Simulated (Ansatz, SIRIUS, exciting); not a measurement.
# One calculation of Hf, 4 ways

```
Hf
1.0
    -1.73538    1.78809    1.84034
     1.76840   -1.76106    1.84632
     1.78180    1.80748   -1.81331
Hf
1
Direct
  0.98347 0.99320 0.98959
```

This isn't the form of Hf at room conditions, which is hcp.

The given cell was strained at random by a few per cent at fixed volume.

Alike in all runs: task single point; functional PBEsol; k mesh 10 × 10 × 10; occupations fermi-dirac, width 0.05 eV; no spin polarisation; no spin-orbit coupling. Pressure is positive in compression and, in plane waves, holds the error of the finite cutoff, which Ansatz's Pulay term estimates and takes out.

```csv
program and potentials,plane-wave cutoff (eV),notes,band gap (eV),pressure (GPa),energy over the undisturbed cell (meV/atom)
"Ansatz, Ansatz PAW",420,"potentials made for PBE, which Ansatz adapts in part; 26 valence electrons an atom on average; Pulay term of +0.03 GPa included",no gap,-8.94,1.76
"Ansatz, all-electron LAPW, scalar-relativistic",-,-,no gap,-8.92,-
"exciting, all-electron LAPW+lo, shipped species files, valence relativity iora*",-,-,no gap,-,1.68
"SIRIUS, PseudoDojo 0.4.1 PBEsol standard (scalar relativistic)",807,12 valence electrons an atom on average,no gap,-8.64,1.72
```

None finds a gap. The pressure spans -8.94 (Ansatz, Ansatz PAW) to -8.64 GPa (SIRIUS, PseudoDojo 0.4.1 PBEsol standard (scalar relativistic)), with all-electron results at -8.92.

Differences between rows come from potentials, basis sets and numerical settings, since the functional is the same but for its coding. Runs on potential files found faulty are left out.
